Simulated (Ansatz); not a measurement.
SnSe2 and its competing phases

These are results of DFT PBE+D3(BJ), scalar-relativistic, plane waves, PAW (Ansatz 0.2.0), not measurements. Settings: cutoff 420 eV, Γ-centred meshes spaced at most about 0.3 Å⁻¹ (2π included), Gaussian smearing. No spin polarisation.

Formation energies are uncorrected and refer to the elements' standard structures at the same level. The references include grey tin.

Temperature and zero-point effects are left out.

The competitors are the elements and 2 reference phases of this chemical system (from databases or known types: SnSe, SnSe2), relaxed at the same level; other known phases may be missing.

The candidate was reached from: sheets of the MoSe2 type stacked in turn.

```cif
data_structure
_symmetry_space_group_name_H-M 'P 1'
_symmetry_Int_Tables_number 1
_cell_length_a 4.1129
_cell_length_b 4.1129
_cell_length_c 5.8693
_cell_angle_alpha 90.000
_cell_angle_beta 90.000
_cell_angle_gamma 120.000
_cell_volume 85.98
loop_
_atom_site_label
_atom_site_type_symbol
_atom_site_fract_x
_atom_site_fract_y
_atom_site_fract_z
_atom_site_occupancy
Sn1 Sn 0.00000 0.00000 0.50000 1
Se1 Se 0.33333 0.66667 0.21213 1
Se2 Se 0.33333 0.66667 0.78787 1
```

**Question.** Where does it stand against these competitors?

**Answer.** Not the lowest form: another structure of the same formula lies lower. Its formation energy is -0.221 eV/atom. The lowest competing phase at this composition is this:

```tsv
phase	space group	source	share of atoms	ΔE_f (eV/atom)
SnSe2	P-3m1 (No. 164)	Materials Project	1.0000	-0.370
```

The candidate lies 149 meV/atom above this phase. The candidate matches no cell in the subsets of the Crystallography Open Database and the Materials Project at hand. It is metastable at best. Whether it is a true minimum wasn't tested by phonons. It holds Se–Se pairs (shortest 2.49 Å).
